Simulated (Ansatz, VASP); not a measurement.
# CdS (Hawleyite): VASP beside Ansatz, part 2 of 2

One calculation is typed for both programs; each brings its own data sets and cutoff. How far apart do they land?

VASP 6.6.1 and Ansatz 0.2.0.

So far: The structure; VASP: G0W0 gap, PBE.

## Step 3: Ansatz: G0W0 gap, PBE

Level of this step: Ansatz beside VASP: Kohn-Sham DFT, plane waves, PBE, G0W0 (Ansatz).

Ansatz runs on its default PAW (the set named soft_2) files.

The same cell, functional and mesh now go to Ansatz, which takes its cutoff from its data sets.

Contents of input.yaml:

```yaml
crystal:
  lattice:
    - [0.0, 2.9737007966, 2.9737007966]
    - [2.9737007966, 0.0, 2.9737007966]
    - [2.9737007966, 2.9737007966, 0.0]
  atoms:
    - { symbol: Cd, position: [0.0, 0.0, 0.0] }
    - { symbol: S, position: [0.75, 0.75, 0.75] }
hamiltonian:
  xc: pbe
  pseudopotentials: { kind: paw }
kpoints:
  mp_grid: { grid: [6, 6, 6] }
scf:
  occupations: { method: fixed }
gw:
  n_empty_bands: 199
  ecut_chi: 150.0
  qp_bands: [v2, c2]
  qp_kpoints: band_edges
  screening: { model: contour_deformation }
```

On the command line:

```console
> ansatz run input.yaml --threads 4 --pin off --max-ram 9216MiB --backend cpu --events-out ev --progress --plain --runs-dir out
```

Numbers of over 12 decimals in the logs are rounded to 6 here.

Output:

```text
Engine: ansatz 0.2.0, aarch64-unknown-linux-gnu
Pseudopotentials: kind: paw
Pseudopotential: Cd, paw, valence charge 20, recommended cutoff 420 eV (normal), Cd.paw.azcp
Pseudopotential: S, paw, valence charge 6, recommended cutoff 420 eV (normal), S.paw.azcp
Functional definition: PBE
  parameter kappa = 0.804
  parameter beta = 0.066725
  exchange = pbe_x(kappa = kappa, mu = beta*pi^2/3)
  correlation = pbe_c(beta = beta)
Crystal: 2 atoms, lattice volume = 52.592 Å³
Basis set: ecut = 420 eV, 965 PW (Γ)
Bands: 17, of which v1, the nominal top of the filled ones, is band 13 counted from 1 (12 counted from 0)
Symmetry: 24 space group operations
Space group: F-43m (ITA 216), of the structure as read, at distance tolerance 3.7e-5 Å
k-points: 16 of 216 (time reversal used)
Non-local potential: Cd, projectors of the file, l = 0: 3, l = 1: 2, l = 2: 2, l = 3: 1
Non-local potential: S, projectors of the file, l = 0: 2, l = 1: 2, l = 2: 2
PAW form: soft (Blöchl's): semilocal exchange-correlation on the pseudo side does not see the compensation charge
PAW one-centre angular grid: Cd, 590 points (default); XC on 64 Gauss nodes
PAW one-centre angular grid: S, 110 points (default); XC on 64 Gauss nodes
Initial density: superposition of atomic densities (neutral atoms: chi_scale 0, normalization atom), corrected by the library's trained network
Initial wavefunctions: pseudopotential atomic-orbital guess
Functional: x = pbe(κ = 0.804, μ = 0.219515), c = pbe(β = 0.066725)
SCF iter   1: F=—  HF=-9157.824831 eV  |F-HF|=—  |Δ(HF+E_count)|=         —  Δρ=5.62e-4  dr2=2.65e-4  ethr=1.77e-3  ⟨swp⟩=4.8  Hψ=1166  notcnv=0  defer=29
preconditioner: auto → none  [insulator: Δε(μ)=1.010 eV  Ē_g=12.131 eV  n_scr=14 (ndim 8)  ℏωp=21.7 eV  f_vac=0.145  ε∞_Penn≈4.2]
SCF iter   2: F=—  HF=-9157.825443 eV  |F-HF|=—  |Δ(HF+E_count)|=   6.12e-4  Δρ=3.21e-4  dr2=3.29e-5  ethr=1.02e-6  ⟨swp⟩=3.1  Hψ=704  notcnv=0  defer=29
SCF iter   3: F=—  HF=-9157.825457 eV  |F-HF|=—  |Δ(HF+E_count)|=   1.38e-5  Δρ=1.12e-4  dr2=2.92e-6  ethr=1.26e-7  ⟨swp⟩=2.0  Hψ=404  notcnv=0  defer=29
SCF iter   4: F=—  HF=-9157.825476 eV  |F-HF|=—  |Δ(HF+E_count)|=   1.86e-5  Δρ=3.42e-5  dr2=2.67e-7  ethr=1.12e-8  ⟨swp⟩=2.0  Hψ=416  notcnv=0  defer=29
iter 5 did not close the SCF: its close was put off for the readings that it lacked (scf_convergence_deferred on its scf_iter line)
SCF iter   5: F=-9157.825478 eV  HF=-9157.825478 eV  |F-HF|=5.13e-8  |Δ(HF+E_count)|=   2.21e-6  Δρ=5.72e-6  dr2=2.02e-8  ethr=1.03e-9  ⟨swp⟩=2.0  Hψ=416  notcnv=0  defer=30
SCF iter   6: F=-9157.825478 eV  HF=-9157.825478 eV  |F-HF|=2.04e-9  |Δ(HF+E_count)|=   6.24e-8  Δρ=2.32e-6  dr2=2.19e-9  ethr=7.76e-11  ⟨swp⟩=4.0  Hψ=1122  notcnv=0
SCF 1 converged in 6 iterations: F = -9157.825478 eV  dr2 = 2.19e-9
  greatest PAW one-centre occupation: 1.000 electrons in one spin orbital (limit 2), on the Cd atom at site 0 (counted from 0), in its partial waves of l = 0
NSCF: frozen V_eff on 16 k-points
G₀W₀ screening: q 1/16
G₀W₀ screening: q 2/16 (q-point 6)
G₀W₀ screening: q 3/16 (q-point 7)
G₀W₀ screening: q 4/16 (q-point 8)
G₀W₀ screening: q 5/16 (q-point 11)
G₀W₀ screening: q 6/16 (q-point 14)
G₀W₀ screening: q 7/16 (q-point 15)
G₀W₀ screening: q 8/16 (q-point 9)
G₀W₀ screening: q 9/16 (q-point 12)
G₀W₀ screening: q 10/16 (q-point 16)
G₀W₀ screening: q 11/16 (q-point 2)
G₀W₀ screening: q 12/16 (q-point 3)
G₀W₀ screening: q 13/16 (q-point 5)
G₀W₀ screening: q 14/16 (q-point 10)
G₀W₀ screening: q 15/16 (q-point 4)
G₀W₀ screening: q 16/16 (q-point 13)
G₀W₀ self-energy: k 1/8
G₀W₀ self-energy: k 2/8
G₀W₀ self-energy: k 3/8
G₀W₀ self-energy: k 4/8
G₀W₀ self-energy: k 5/8
G₀W₀ self-energy: k 6/8
G₀W₀ self-energy: k 7/8
G₀W₀ self-energy: k 8/8
NSCF: frozen V_eff on 1 k-points
NSCF: frozen V_eff on 1 k-points
SCF converged after 6 iterations
Free energy (F): -9157.825478 eV
Harris-Foulkes:  -9157.825478 eV  (|F-HF|=2.04e-9)
Internal energy: -9157.825478 eV  (E = F + TS)
E sigma→0 (E₀):  -9157.825478 eV
Fermi energy:    6.116662 eV
--- Per-component energies (eV) ---
  E_band       = -523.666809
  E_kinetic    = 610.608663
  E_local      = -4098.358887  (includes V_loc(G=0)·N_el)
  E_nonlocal   = 62.209959
  E_hartree    = 1877.878686
  E_xc         = -273.273139
  E_vxc        = -308.259478  (∫ρ·V_xc dr)
  E_paw        = -4683.941301  (= ΣΔE_a)
  E_vpaw       = -545.623367  (= ΣTr[D̂ρ^β])
  E_aug_tail   = 0.000015  (compensation charges beyond the density's cutoff)
  E_ewald      = -2652.949472
  E_smearing   = -0.000000  (= −TS)
  E_closure    = -0.000000  (closes the sum)
  Σ components = -9157.825478   (vs F -9157.825478, Δ=0.00e0)
--- Band table (eV; the first three rows and the last of 16) ---
  k-point 0: bands = [... 9 lower, -1.0121, 6.1167, 6.1167, 6.1167, 7.1337, 12.6463, 12.6463, 12.6463]
  k-point 1: bands = [... 9 lower, -1.0125, 4.6740, 5.9342, 5.9342, 8.2882, 12.2782, 12.9390, 12.9390]
  k-point 2: bands = [... 9 lower, -0.9944, 2.9321, 5.6009, 5.6009, 8.9810, 12.7055, 13.1628, 13.1628]
  k-point 15: bands = [... 9 lower, -0.5061, 2.4692, 4.1795, 4.2056, 10.8732, 11.0261, 14.1347, 14.4134]
--- G₀W₀: contour deformation, 7 samples at zero and on the imaginary axis and 3 off it, 216 q-points, 199 empty bands' worth ---
  eigenvalues of the whole cell's RPA ε∞ on this k-mesh (on a slab, of 1 + 4πα/V) = 7.4213, 7.4213, 7.4213; static W/v taken at q = 0 is 0.134747
  bands read: the sum over 212 bands ends inside a degenerate multiplet in 3 slots, whose members it reads at an even weight; the widest, k=0: bands 211 to 213 (counted from 1) at 2/3 each
  gw.qp_kpoints: band_edges: 8 of 16 stored k-points solved, in 1 pass; an edge of the gap read off the rows below is read off those points alone
    valence top: of the k-points left out ik 7 came nearest to being solved in a further pass, in band 13 (counted from 1, as in the quasiparticle table): it holds the edge there only if its correction is more favourable than any solved in that band by at least 0.684 eV; those differ by 0.110 eV
    conduction bottom: of the k-points left out ik 5 came nearest to being solved in a further pass, in band 14 (counted from 1, as in the quasiparticle table): it holds the edge there only if its correction is more favourable than any solved in that band by at least 2.433 eV; those differ by 0.218 eV
  `?` marks the rows in doubt; gw_qp.tsv's column doubts and the gw_qp event give each row's grounds
    ik  band        ε_KS         Σx   Σc(E_QP)       V_xc       Z   E_QP_lin       E_QP  E_QP is
     0    12      6.1167   -20.4230     2.1164   -17.6499  0.7329     5.4334     5.4601  root
     0    13      6.1167   -20.4230     2.1164   -17.6499  0.7329     5.4334     5.4601  root
     0    14      7.1337    -8.6410    -3.5252   -12.2448  0.7781     7.2125     7.2122  root
     0    15     12.6463    -6.2731    -4.4739   -11.0685  0.7571    12.9724    12.9678  root
     1    12      5.9342   -20.1478     2.1756   -17.2984  0.7315     5.2312     5.2604  root
     1    13      5.9342   -20.1478     2.1756   -17.2984  0.7315     5.2312     5.2604  root
     1    14      8.2882    -9.5032    -3.5281   -13.1636  0.7658     8.4210     8.4205  root
     1    15     12.2782    -6.4710    -4.4040   -11.1366  0.7558    12.5428    12.5398  root
     2    12      5.6009   -19.6549     2.2847   -16.6681  0.7285     4.8650     4.8990  root
     2    13      5.6009   -19.6549     2.2847   -16.6681  0.7285     4.8650     4.8990  root
     2    14      8.9810    -8.2766    -3.9730   -12.4810  0.7693     9.2145     9.2124  root
     2    15     12.7055    -6.8976    -4.6162   -11.7016  0.7358    12.8950    12.8933  root
     3    12      5.4458   -19.4120     2.3314   -16.3672  0.7269     4.6963     4.7324  root
     3    13      5.4458   -19.4120     2.3314   -16.3672  0.7269     4.6963     4.7324  root
     3    14      9.0359    -8.0562    -3.9942   -12.2943  0.7726     9.2820     9.2797  root
     3    15     13.1004    -6.3643    -4.4839   -11.1398  0.7500    13.3960    13.3920  root
     4    12      5.6356   -19.6922     2.2556   -16.7399  0.7292     4.9057     4.9390  root
     4    13      5.6356   -19.6922     2.2556   -16.7399  0.7292     4.9057     4.9390  root
     4    14      8.7321    -9.8982    -3.5706   -13.6227  0.7599     8.8868     8.8859  root
     4    15     11.6258    -6.1958    -4.2693   -10.7233  0.7654    11.8870    11.8840  root
     8    12      5.1109   -18.8819     2.3757   -15.7769  0.7246     4.3412     4.3816  root
     8    13      5.8210   -19.9986     2.2197   -17.0939  0.7304     5.1050     5.1360  root
     8    14      9.2708    -9.2445    -3.9700   -13.4574  0.7575     9.5160     9.5137  root
     8    15     12.0901    -6.8625    -4.3093   -11.4036  0.7551    12.3241    12.3218  root
     9    12      4.8081   -18.5233     2.5164   -15.2572  0.7193     4.0131     4.0583  root ?
     9    13      4.8081   -18.5233     2.5164   -15.2572  0.7193     4.0131     4.0583  root ?
     9    14      9.9603    -7.2450    -3.9101   -11.2826  0.7664    10.0883    10.0877  root
     9    15     10.5096    -7.8783    -4.1718   -12.3684  0.7652    10.8324    10.8279  root
    12    12      4.4341   -17.9336     2.6243   -14.5424  0.7138     3.6173     3.6673  root ?
    12    13      4.4341   -17.9336     2.6243   -14.5424  0.7138     3.6173     3.6673  root ?
    12    14      9.7650    -6.0950    -3.6372    -9.7581  0.7829     9.7910     9.7910  root
    12    15     10.3833    -8.7443    -4.1967   -13.2965  0.7610    10.7446    10.7389  root
```

The job ended after 1.8 min (4 threads of Arm Neoverse V1, shared host; peak memory 0.77 GiB; 7 min of CPU time).

## Step 4: Side by side

Known differences besides the potentials themselves: the two programs' PAW sets differ in cores and partial waves; the data sets hold 26 valence electrons in Ansatz (default PAW (the set named soft_2) files) and 18 in VASP; the cutoff is 420 eV in Ansatz and 300 eV in VASP; VASP leaves aspherical gradient terms in its spheres out (LASPH is not set), Ansatz keeps them; Ansatz integrates over frequency by contour deformation, VASP on a grid of NOMEGA points. Total energies have different zeros and are not compared.

Compared:

```csv
quantity,Ansatz,VASP,difference
G0W0 gap on the mesh (eV),1.78,1.82,-0.04
PBE gap under it (eV),1.02,1.01,+0.01
```

## Step 5: Results

| Quantity | Value |
| --- | --- |
| difference in G0W0 gap on the mesh (G0W0 gap, PBE) | -0.040 eV |

What this shows: The difference in G0W0 gap on the mesh is -0.040 eV (G0W0 gap, PBE), within the 0.15 eV picked in this series as the mark of a large difference. Such differences can come from data sets, numerical settings and the points named under the comparisons, not from the functional's error against experiment.

[Lines on the potential files, build, host, timing and source positions are cut from VASP's logs without a mark.]

[Logs are printed without paths, hosts, clocks, repeated set-up lines and the standing remarks that a program may print on its own settings, such as how far it seeks lower states.]

[Hosts, paths, dates, database ids (printed as entryN), source tags and the programs' standing remarks are cut or masked in the printed files.]
